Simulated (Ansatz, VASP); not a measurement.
## One calculation of Ga, two programs

```xyz
2
Lattice="2.7784 0.0000 0.0000 0.0000 3.2816 0.0000 -1.3434 0.0000 3.9903" Properties=species:S:1:pos:R:3 pbc="T T T"
Ga   -0.6607    2.4612    3.0732
Ga    2.0957    0.8204    0.9171
```

Alike in both runs: functional LDA; k mesh 10 × 8 × 7; occupations fermi-dirac, width 0.05 eV; no spin polarisation.

|  | VASP | Ansatz |
| --- | --- | --- |
| version | VASP 6.6.1 | Ansatz 0.2.0 |
| potentials or method | VASP PAW LDA potentials, release 64 (Ga_d), cutoff 520 eV | all-electron LAPW, scalar-relativistic |
| task | single point | band structure |

VASP gave:

* gap on the k mesh at the Fermi level (eV): none
* pressure (GPa): -2.6
* largest component of the traceless stress (GPa): 0.90
* rms of the force components (eV/Å): 0.038

Task: Which values does Ansatz return?

Result: gap on the k mesh at the Fermi level (eV): none; pressure (GPa): -2.7; largest component of the traceless stress (GPa): 0.90; rms of the force components (eV/Å): 0.038.

Atom by atom the forces differ by 0.000 eV/Å (rms over components). A gap of «none» marks a metal or a gap that the smearing closes. Ansatz ran all-electron here, so the differences hold the error of VASP's frozen core and of both bases.
